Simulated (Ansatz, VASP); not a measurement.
**W in VASP and in Ansatz**

```
W
1.0
     2.87085    0.00000    0.00000
     1.43543    2.48623    0.00000
     1.43543    0.82874    2.34404
W
1
Cartesian
  0.0000 0.0000 0.0000
```

This isn't the form of W at room conditions, which is bcc.

Alike in both runs: task single point; functional PBE; k mesh 8 × 8 × 8; occupations fermi-dirac, width 0.1 eV; no spin polarisation.

|  | VASP | Ansatz |
| --- | --- | --- |
| version | VASP 6.6.1 | Ansatz 0.2.0 |
| potentials or method | VASP PAW PBE potentials, release 64 (W_sv) | plane waves, PAW |
| plane-wave cutoff (eV) | 520 | 420 |
| valence electrons in the cell | 14 | 14 |

```tsv
	VASP	Ansatz	Ansatz less VASP
pressure (GPa)	-3.9	-4.3	-0.40
```

Spin-orbit coupling is left out, which matters for the levels of W.
